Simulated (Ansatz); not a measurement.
**A computed series for NaI: response to strain**

The parent structure is NaI in the rock salt structure (space group Fm-3m, No. 225).

```
NaI
1.0
    0.00000     3.20105     3.20105
    3.20105     0.00000     3.20105
    3.20105     3.20105     0.00000
Na I
1 1
Direct
  0.00000   0.00000   0.00000
  0.50000   0.50000   0.50000
```

Cartesian axes are those of the cell as printed.

Strains are applied to the cell and any free atomic positions relax; under biaxial strain the out-of-plane vector relaxes too.

All numbers come from PBEsol in Ansatz (plane waves to 420 eV, PAW, no SOC).

Notes on the quantities. energy relative to the base: free energy F.

```json
[
 {"biaxial strain, plane normal [001], relaxed out of plane (%)": "0", "energy relative to the base (meV/atom)": "0.0"},
 {"biaxial strain, plane normal [001], relaxed out of plane (%)": "0.5", "energy relative to the base (meV/atom)": "0.2"},
 {"biaxial strain, plane normal [001], relaxed out of plane (%)": "1", "energy relative to the base (meV/atom)": "0.8"},
 {"biaxial strain, plane normal [001], relaxed out of plane (%)": "1.5", "energy relative to the base (meV/atom)": "?"},
 {"biaxial strain, plane normal [001], relaxed out of plane (%)": "2", "energy relative to the base (meV/atom)": "3.0"},
 {"biaxial strain, plane normal [001], relaxed out of plane (%)": "2.5", "energy relative to the base (meV/atom)": "4.6"},
 {"biaxial strain, plane normal [001], relaxed out of plane (%)": "3", "energy relative to the base (meV/atom)": "6.4"}
]
```

Question: Fit ΔE = Aε² + Bε³ (ε in %) to the rows shown and predict the withheld row.

Answer: Least squares on the printed values gives A = 0.838 and B = -0.042 meV/atom (largest residual 0.0 meV/atom); this predicts 1.7 meV/atom, and the run gives 1.7 meV/atom, in agreement.

Stability against distortions was not tested.

Ansatz is a first-principles code.
